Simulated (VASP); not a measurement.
# PtS2 (P-3m1) in VASP: further runs, part 2 of 2

VASP 6.6.1. The steps go on from the part before.

## Step 3: Band structure, LDA, spin-orbit coupling, no magnetisation

Input file INCAR:

```
SYSTEM = PtS2
PREC = Accurate
ENCUT = 520
EDIFF = 1E-6
ISMEAR = 0
SIGMA = 0.02
LREAL = .FALSE.
LASPH = .TRUE.
NELM = 80
ALGO = Normal
ISIF = 2
LWAVE = .FALSE.
LCHARG = .FALSE.
MAGMOM = 0 0 0 0 0 0 0 0 0
LORBIT = 11
LSORBIT = .TRUE.
GGA_COMPAT = .FALSE.
LMAXMIX = 4
NBANDS = 35
KPAR = 2
```

Input file KPOINTS:

```
Automatic mesh
0
G
  6 6 4
  0 0 0
```

Input file POSCAR:

```
PtS2
1.0
    3.5432000000      0.0000000000      0.0000000000
   -1.7716000000      3.0685012107      0.0000000000
    0.0000000000      0.0000000000      5.0388000000
Pt S
1 2
Direct
    0.0000000000      0.0000000000      0.0000000000
    0.6666666667      0.3333333333      0.7730000000
    0.3333333333      0.6666666667      0.2270000000
```

Input file KPOINTS_OPT:

```
path GMKGALHA,LM,KH
15
line-mode
reciprocal
 0.0000000000  0.0000000000  0.0000000000  G
 0.5000000000  0.0000000000  0.0000000000  M

 0.5000000000  0.0000000000  0.0000000000  M
 0.3333333333  0.3333333333  0.0000000000  K

 0.3333333333  0.3333333333  0.0000000000  K
 0.0000000000  0.0000000000  0.0000000000  G

 0.0000000000  0.0000000000  0.0000000000  G
 0.0000000000  0.0000000000  0.5000000000  A

 0.0000000000  0.0000000000  0.5000000000  A
 0.5000000000  0.0000000000  0.5000000000  L

 0.5000000000  0.0000000000  0.5000000000  L
 0.3333333333  0.3333333333  0.5000000000  H

 0.3333333333  0.3333333333  0.5000000000  H
 0.0000000000  0.0000000000  0.5000000000  A

 0.5000000000  0.0000000000  0.5000000000  L
 0.5000000000  0.0000000000  0.0000000000  M

 0.3333333333  0.3333333333  0.0000000000  K
 0.3333333333  0.3333333333  0.5000000000  H
```

Potentials or basis: VASP PAW LDA potentials, release 64 (Pt, S).

The run is started by

```bash
$ cat potpaw_LDA.64/Pt/POTCAR potpaw_LDA.64/S/POTCAR > POTCAR
$ mpirun -np 2 vasp_ncl > vasp.out
```

OUTCAR:

```text
SYSTEM = PtS2
   PREC = Accurate
   ENCUT = 520
   EDIFF = 1E-6
   ISMEAR = 0
   LREAL = .FALSE.
   LASPH = .TRUE.
   NELM = 80
   ISIF = 2
   LORBIT = 11
   LSORBIT = .TRUE.

 ion  position               nearest neighbor table
   1  0.000  0.000  0.000-   2 2.34   3 2.34   2 2.34   3 2.34   2 2.34   3 2.34
   2  0.667  0.333  0.773-   1 2.34   1 2.34   1 2.34
   3  0.333  0.667  0.227-   1 2.34   1 2.34   1 2.34

  LATTYP: Found a hexagonal cell.
 ALAT       =     3.5432000000
 C/A-ratio  =     1.4221043125

  Lattice vectors:

 A1 = (   3.5432000000,   0.0000000000,   0.0000000000)
 A2 = (  -1.7716000000,   3.0685012107,   0.0000000000)
 A3 = (   0.0000000000,   0.0000000000,   5.0388000000)

Analysis of symmetry for initial positions (statically):
=====================================================================
 Subroutine PRICEL returns:
 Original cell was already a primitive cell.

 Routine SETGRP: Setting up the symmetry group for a
 hexagonal supercell.

 Subroutine GETGRP returns: Found 12 space group operations
 (whereof 12 operations were pure point group operations)
 out of a pool of 24 trial point group operations.

The static configuration has the point symmetry D_3d.

Analysis of symmetry for dynamics (positions and initial velocities):
=====================================================================
 Subroutine PRICEL returns:
 Original cell was already a primitive cell.

 Routine SETGRP: Setting up the symmetry group for a
 hexagonal supercell.

 Subroutine GETGRP returns: Found 12 space group operations
 (whereof 12 operations were pure point group operations)
 out of a pool of 24 trial point group operations.

[... 1080 lines left out ...]
    -1.771600000  3.068501211  0.000000000     0.000000000  0.325892001  0.000000000
     0.000000000  0.000000000  5.038800000     0.000000000  0.000000000  0.198459951

 POSITION                                       TOTAL-FORCE (eV/Angst)
 -----------------------------------------------------------------------------------
      0.00000      0.00000      0.00000        -0.000000      0.000000      0.000000
      1.77160      1.02283      3.89499         0.000000     -0.000000     -0.838586
     -0.00000      2.04567      1.14381        -0.000000      0.000000      0.838586
 -----------------------------------------------------------------------------------
    total drift:                                0.000000     -0.000000     -0.000000

  FREE ENERGIE OF THE ION-ELECTRON SYSTEM (eV)
  ---------------------------------------------------
  free  energy   TOTEN  =       -18.5057421655 eV

  energy  without entropy=      -18.5057421655  energy(sigma->0) =      -18.50574217

 Spin-Orbit-Coupling matrix elements

 Ion:    1  E_soc:     -0.7712897
 l=   1
     0.0000000    -0.0381263    -0.0406156
    -0.0381263     0.0000000    -0.0381263
    -0.0406156    -0.0381263     0.0000000
 l=   2
     0.0000000    -0.0198875     0.0000000    -0.0198875    -0.0684366
    -0.0198875     0.0000000    -0.0483455    -0.0240989    -0.0198875
     0.0000000    -0.0483455     0.0000000    -0.0483455     0.0000000
    -0.0198875    -0.0240989    -0.0483455     0.0000000    -0.0198875
    -0.0684366    -0.0198875     0.0000000    -0.0198875     0.0000000
 l=   3
     0.0000000     0.0000000     0.0000000     0.0000000     0.0000000     0.0000000     0.0000000
     0.0000000     0.0000000     0.0000000     0.0000000     0.0000000     0.0000000     0.0000000
     0.0000000     0.0000000     0.0000000     0.0000000     0.0000000     0.0000000     0.0000000
     0.0000000     0.0000000     0.0000000     0.0000000     0.0000000     0.0000000     0.0000000
[... 29 lines left out ...]
 l=   2
     0.0000000     0.0000000     0.0000000     0.0000000     0.0000000
     0.0000000     0.0000000     0.0000000     0.0000000     0.0000000
     0.0000000     0.0000000     0.0000000     0.0000000     0.0000000
     0.0000000     0.0000000     0.0000000     0.0000000     0.0000000
     0.0000000     0.0000000     0.0000000     0.0000000     0.0000000
 l=   3
     0.0000000     0.0000000     0.0000000     0.0000000     0.0000000     0.0000000     0.0000000
     0.0000000     0.0000000     0.0000000     0.0000000     0.0000000     0.0000000     0.0000000
     0.0000000     0.0000000     0.0000000     0.0000000     0.0000000     0.0000000     0.0000000
     0.0000000     0.0000000     0.0000000     0.0000000     0.0000000     0.0000000     0.0000000
     0.0000000     0.0000000     0.0000000     0.0000000     0.0000000     0.0000000     0.0000000
     0.0000000     0.0000000     0.0000000     0.0000000     0.0000000     0.0000000     0.0000000
     0.0000000     0.0000000     0.0000000     0.0000000     0.0000000     0.0000000     0.0000000

 total charge

# of ion       s       p       d       tot
------------------------------------------
    1        0.733   0.882   8.029   9.644
    2        1.358   2.292   0.000   3.650
    3        1.358   2.292   0.000   3.650
--------------------------------------------------
tot          3.450   5.466   8.029  16.945

 magnetization (x)

# of ion       s       p       d       tot
------------------------------------------
    1       -0.000   0.000   0.000  -0.000
    2        0.000   0.000   0.000   0.000
    3       -0.000  -0.000   0.000  -0.000
--------------------------------------------------
tot         -0.000  -0.000   0.000  -0.000

 magnetization (y)

# of ion       s       p       d       tot
------------------------------------------
    1        0.000   0.000   0.000   0.000
    2        0.000   0.000   0.000   0.000
    3        0.000  -0.000   0.000  -0.000
--------------------------------------------------
tot          0.000  -0.000   0.000  -0.000

 magnetization (z)

# of ion       s       p       d       tot
------------------------------------------
    1       -0.000  -0.000   0.000  -0.000
    2        0.000   0.000   0.000   0.000
    3        0.000   0.000   0.000   0.000
--------------------------------------------------
tot         -0.000  -0.000   0.000  -0.000
```

stdout:

```text
POSCAR found type information on POSCAR PtS
 POSCAR found :  2 types and       3 ions
 scaLAPACK will be used
 LDA part: xc-table for (Slater(with rela. corr.)+CA(PZ))
 , standard interpolation
 POSCAR, INCAR and KPOINTS ok, starting setup
 FFT: planning ... GRIDC
 FFT: planning ... GRID_SOFT
 FFT: planning ... GRID
 WAVECAR not read
 entering main loop
 Start KPOINTS_OPT (optional k-point list driver)
k-point batch [1-24\135]
k-point batch [25-48\135]
k-point batch [49-72\135]
k-point batch [73-96\135]
k-point batch [97-120\135]
k-point batch [121-135\135]
```

Run time: 2.3 min. Hardware: 2 MPI ranks of Intel Xeon 6975P-C (Granite Rapids), shared host; peak memory 0.32 GiB.

Results:

* Free energy: -18.5057 eV
* Pressure: 3.7 GPa
* Largest force: 0.839 eV/Å
* Valence electrons inside the program's atomic spheres: Pt 9.64; S 3.65

Forces on the atoms (eV/Å):
```
Pt   0.000  0.000  0.000
S    0.000  0.000 -0.839
S    0.000  0.000  0.839
```

## Step 4: Band structure, r2SCAN, spin-orbit coupling, no magnetisation

INCAR: that of step 3 with these lines changed.

```diff
@@ -18,2 +18,4 @@
 LMAXMIX = 4
+METAGGA = R2SCAN
+LMIXTAU = .TRUE.
 NBANDS = 35
```

KPOINTS is that of step 3.

POSCAR is that of step 3.

KPOINTS_OPT is that of step 3.

Potentials or basis: VASP PAW PBE potentials, release 64 (Pt, S).

The run is started by

```bash
$ cat potpaw_PBE.64/Pt/POTCAR potpaw_PBE.64/S/POTCAR > POTCAR
$ mpirun -np 2 vasp_ncl > vasp.out
```

It took 11 min on 2 MPI ranks of Intel Xeon 6975P-C (Granite Rapids), shared host; peak memory 0.42 GiB.

The run converged. Its results:

| Property | Result |
| --- | --- |
| Free energy | -69.1056 eV |
| Pressure | 9.4 GPa |
| Largest force | 1.240 eV/Å |
| Valence electrons inside the program's atomic spheres | Pt 9.60; S 3.68 |

Forces on the atoms (eV/Å):
```
Pt   0.000  0.000  0.000
S    0.000  0.000 -1.240
S    0.000  0.000  1.240
```

Stress tensor (GPa, compression positive):
```
9.24 0.00 0.00
0.00 9.24 0.00
0.00 0.00 9.65
```

Caveat: the PAW data sets were made with another functional, which shifts forces and pressure a little.

## Step 5: Band structure, TB-mBJ, spin-orbit coupling, no magnetisation

POSCAR is that of step 4.

Input file INCAR.step1:

```
SYSTEM = PtS2
PREC = Accurate
ENCUT = 520
EDIFF = 1E-5
ISMEAR = 0
SIGMA = 0.02
LREAL = .FALSE.
LASPH = .TRUE.
NELM = 80
ALGO = Normal
ISIF = 2
LWAVE = .TRUE.
LCHARG = .FALSE.
MAGMOM = 0 0 0 0 0 0 0 0 0
LORBIT = 11
LSORBIT = .TRUE.
GGA_COMPAT = .FALSE.
LMAXMIX = 4
NBANDS = 35
GGA = PE
KPAR = 2
```

Input file INCAR.step2:

```
SYSTEM = PtS2
PREC = Accurate
ENCUT = 520
EDIFF = 1E-6
ISMEAR = 0
SIGMA = 0.02
LREAL = .FALSE.
LASPH = .TRUE.
NELM = 80
ALGO = Normal
ISIF = 2
LWAVE = .FALSE.
LCHARG = .FALSE.
MAGMOM = 0 0 0 0 0 0 0 0 0
LORBIT = 11
LSORBIT = .TRUE.
GGA_COMPAT = .FALSE.
LMAXMIX = 4
METAGGA = MBJ
NBANDS = 35
ISTART = 1
KPAR = 2
```

KPOINTS is that of step 4.

KPOINTS_OPT is that of step 4.

Potentials or basis: VASP PAW PBE potentials, release 64 (Pt, S).

The run is started by

```bash
$ cat potpaw_PBE.64/Pt/POTCAR potpaw_PBE.64/S/POTCAR > POTCAR
$ cp INCAR.step1 INCAR
$ mpirun -np 2 vasp_ncl > vasp.out
$ cp INCAR.step2 INCAR
$ mpirun -np 2 vasp_ncl > vasp.out
```

OUTCAR:

```text
SYSTEM = PtS2
   PREC = Accurate
   ENCUT = 520
   EDIFF = 1E-6
   ISMEAR = 0
   LREAL = .FALSE.
   LASPH = .TRUE.
   NELM = 80
   ISIF = 2
   LORBIT = 11
   LSORBIT = .TRUE.
   METAGGA = MBJ
   ISTART = 1

 ion  position               nearest neighbor table
   1  0.000  0.000  0.000-   2 2.34   3 2.34   2 2.34   3 2.34   2 2.34   3 2.34
   2  0.667  0.333  0.773-   1 2.34   1 2.34   1 2.34
   3  0.333  0.667  0.227-   1 2.34   1 2.34   1 2.34

  LATTYP: Found a hexagonal cell.
 ALAT       =     3.5432000000
 C/A-ratio  =     1.4221043125

  Lattice vectors:

 A1 = (   3.5432000000,   0.0000000000,   0.0000000000)
 A2 = (  -1.7716000000,   3.0685012107,   0.0000000000)
 A3 = (   0.0000000000,   0.0000000000,   5.0388000000)

Analysis of symmetry for initial positions (statically):
=====================================================================
 Subroutine PRICEL returns:
 Original cell was already a primitive cell.

 Routine SETGRP: Setting up the symmetry group for a
 hexagonal supercell.

 Subroutine GETGRP returns: Found 12 space group operations
 (whereof 12 operations were pure point group operations)
 out of a pool of 24 trial point group operations.

The static configuration has the point symmetry D_3d.

Analysis of symmetry for dynamics (positions and initial velocities):
=====================================================================
 Subroutine PRICEL returns:
 Original cell was already a primitive cell.

 Routine SETGRP: Setting up the symmetry group for a
 hexagonal supercell.

 Subroutine GETGRP returns: Found 12 space group operations
 (whereof 12 operations were pure point group operations)
 out of a pool of 24 trial point group operations.

The dynamic configuration has the point symmetry D_3d.
[... 1082 lines left out ...]
     0.000000000  0.000000000  5.038800000     0.000000000  0.000000000  0.198459951

 POSITION                                       TOTAL-FORCE (eV/Angst)
 -----------------------------------------------------------------------------------
      0.00000      0.00000      0.00000         0.000000      0.000000      0.000000
      1.77160      1.02283      3.89499        -0.000000      0.000000     -2.700114
     -0.00000      2.04567      1.14381         0.000000      0.000000      2.700114
 -----------------------------------------------------------------------------------
    total drift:                                0.000000     -0.000000     -0.000000

  FREE ENERGIE OF THE ION-ELECTRON SYSTEM (eV)
  ---------------------------------------------------
  free  energy   TOTEN  =      1042.4114003065 eV

  energy  without entropy=     1042.4114003065  energy(sigma->0) =     1042.41140031

 Spin-Orbit-Coupling matrix elements

 Ion:    1  E_soc:     -0.7537314
 l=   1
     0.0000000    -0.0353231    -0.0377741
    -0.0353231     0.0000000    -0.0353231
    -0.0377741    -0.0353231     0.0000000
 l=   2
     0.0000000    -0.0200829     0.0000000    -0.0200829    -0.0683747
    -0.0200829     0.0000000    -0.0476334    -0.0244723    -0.0200829
     0.0000000    -0.0476334     0.0000000    -0.0476334     0.0000000
    -0.0200829    -0.0244723    -0.0476334     0.0000000    -0.0200829
    -0.0683747    -0.0200829     0.0000000    -0.0200829     0.0000000
 l=   3
     0.0000000     0.0000000     0.0000000     0.0000000     0.0000000     0.0000000     0.0000000
     0.0000000     0.0000000     0.0000000     0.0000000     0.0000000     0.0000000     0.0000000
     0.0000000     0.0000000     0.0000000     0.0000000     0.0000000     0.0000000     0.0000000
     0.0000000     0.0000000     0.0000000     0.0000000     0.0000000     0.0000000     0.0000000
[... 29 lines left out ...]
 l=   2
     0.0000000     0.0000000     0.0000000     0.0000000     0.0000000
     0.0000000     0.0000000     0.0000000     0.0000000     0.0000000
     0.0000000     0.0000000     0.0000000     0.0000000     0.0000000
     0.0000000     0.0000000     0.0000000     0.0000000     0.0000000
     0.0000000     0.0000000     0.0000000     0.0000000     0.0000000
 l=   3
     0.0000000     0.0000000     0.0000000     0.0000000     0.0000000     0.0000000     0.0000000
     0.0000000     0.0000000     0.0000000     0.0000000     0.0000000     0.0000000     0.0000000
     0.0000000     0.0000000     0.0000000     0.0000000     0.0000000     0.0000000     0.0000000
     0.0000000     0.0000000     0.0000000     0.0000000     0.0000000     0.0000000     0.0000000
     0.0000000     0.0000000     0.0000000     0.0000000     0.0000000     0.0000000     0.0000000
     0.0000000     0.0000000     0.0000000     0.0000000     0.0000000     0.0000000     0.0000000
     0.0000000     0.0000000     0.0000000     0.0000000     0.0000000     0.0000000     0.0000000

 total charge

# of ion       s       p       d       tot
------------------------------------------
    1        0.566   0.840   7.924   9.330
    2        1.445   2.451   0.000   3.895
    3        1.445   2.451   0.000   3.895
--------------------------------------------------
tot          3.455   5.741   7.924  17.121

 magnetization (x)

# of ion       s       p       d       tot
------------------------------------------
    1        0.000   0.000   0.000   0.000
    2        0.000  -0.000   0.000  -0.000
    3        0.000  -0.000   0.000  -0.000
--------------------------------------------------
tot          0.000  -0.000   0.000  -0.000

 magnetization (y)

# of ion       s       p       d       tot
------------------------------------------
    1        0.000   0.000   0.000   0.000
    2        0.000   0.000   0.000   0.000
    3        0.000   0.000   0.000   0.000
--------------------------------------------------
tot          0.000   0.000   0.000   0.000

 magnetization (z)

# of ion       s       p       d       tot
------------------------------------------
    1        0.000   0.000   0.000   0.000
    2        0.000   0.000   0.000   0.000
    3        0.000   0.000   0.000   0.000
--------------------------------------------------
tot          0.000   0.000   0.000   0.000
```

OSZICAR.step1:

```text
N       E                     dE             d eps       ncg     rms          rms(c)
DAV:   1     0.123911066136E+03    0.12391E+03   -0.10173E+04  1688   0.113E+03
DAV:   2    -0.939987735120E+01   -0.13331E+03   -0.12580E+03  2002   0.240E+02
DAV:   3    -0.169655629414E+02   -0.75657E+01   -0.74516E+01  2061   0.558E+01
DAV:   4    -0.170839244149E+02   -0.11836E+00   -0.11817E+00  2095   0.777E+00
DAV:   5    -0.170865042396E+02   -0.25798E-02   -0.25785E-02  2079   0.112E+00    0.220E+01
DAV:   6    -0.158558953513E+02    0.12306E+01   -0.55480E+00  1772   0.255E+01    0.140E+01
DAV:   7    -0.156767652167E+02    0.17913E+00   -0.11020E+00  1800   0.110E+01    0.704E+00
DAV:   8    -0.156568911262E+02    0.19874E-01   -0.59974E-02  2053   0.154E+00    0.262E+00
DAV:   9    -0.156493344501E+02    0.75567E-02   -0.10782E-02  1946   0.117E+00    0.524E-01
DAV:  10    -0.156492460559E+02    0.88394E-04   -0.31664E-03  2076   0.433E-01    0.162E-01
DAV:  11    -0.156493241329E+02   -0.78077E-04   -0.22991E-04  1913   0.120E-01    0.972E-02
DAV:  12    -0.156493527672E+02   -0.28634E-04   -0.25368E-05  1992   0.422E-02    0.327E-02
DAV:  13    -0.156493556750E+02   -0.29078E-05   -0.57950E-06  1444   0.222E-02
   1 F= -.15649356E+02 E0= -.15649356E+02  d E =-.108664E-12  mag=    -0.0000     0.0000     0.0000
```

Wall time 7.2 min (2 MPI ranks of Intel Xeon 6975P-C (Granite Rapids), shared host); peak memory 0.41 GiB.

Results:

```
Valence electrons inside the program's atomic spheres : Pt 9.33; S 3.90
```

Caveat: the PAW data sets were made with another functional, which shifts forces and pressure a little.

## Step 6: Overview

| level | potentials or basis | pressure (GPa) | largest force (eV/Å) |
| --- | --- | --- | --- |
| PBE | VASP PAW PBE potentials, release 64 (Pt, S) | 11.2 | 1.25 |
| LDA | VASP PAW LDA potentials, release 64 (Pt, S) | 3.7 | 0.84 |
| r2SCAN | VASP PAW PBE potentials, release 64 (Pt, S) | 9.4 | 1.24 |
| TB-mBJ | VASP PAW PBE potentials, release 64 (Pt, S) | - | - |

Alike in all rows: task band structure; spin SOC, no magnetisation; cell as given; k mesh 6 × 6 × 4; cutoff (eV) 520; smearing gaussian 0.02 eV.

Caveats: the PAW data sets were made with another functional, which shifts forces and pressure a little (some runs); forces of over 1 eV/Å show positions far from the minimum, so gaps and moduli don't describe the material at rest (some runs).

Total energies depend on the potentials used, so only differences within one code and one set of settings carry meaning.
